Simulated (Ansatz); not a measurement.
The system is Fe.

```
CELL_PARAMETERS angstrom
-1.44300 1.44300 1.44300
1.44300 -1.44300 1.44300
1.44300 1.44300 -1.44300
ATOMIC_POSITIONS crystal
Fe 0.00000 0.00000 0.00000
```

| Item | Value |
| --- | --- |
| Program | Ansatz 0.2.0 |
| Task | relaxation of cell and atoms |
| Functional | BLYP |
| Potentials or basis | all-electron LAPW, scalar-relativistic |
| Basis error allowed | 0.001 eV/atom |
| k mesh | 13 × 13 × 13 |
| Occupations | fermi-dirac, width 0.05 eV |
| Spin | collinear spin, ferromagnetic start |
| Starting moments | [3.0] μB |

At the start: volume 12.02 Å³/atom.

**Question.** How do energy, volume and symmetry change on relaxing?

**Answer.** Over 5 steps the energy falls by 2.0 meV/atom and the volume is 11.80 Å³/atom (-1.8 %); space group Im-3m (No. 229, to 0.05 Å); moment 2.15 μB per cell.

Step by step:
```csv
step,energy change (eV),largest force (eV/Å),volume (Å³)
1,0.0000,0.0000,12.02
2,-0.0016,0.0000,11.89
3,-0.0020,0.0000,11.79
4,-0.0020,0.0000,11.80
5,-0.0020,0.0000,11.80
```

Final structure:
```yaml
crystal:
  lattice:
    - [-1.43408, 1.43408, 1.43408]
    - [1.43408, -1.43408, 1.43408]
    - [1.43408, 1.43408, -1.43408]
  atoms:
    - { symbol: Fe, position: [0.00000, 0.00000, 0.00000] }
```
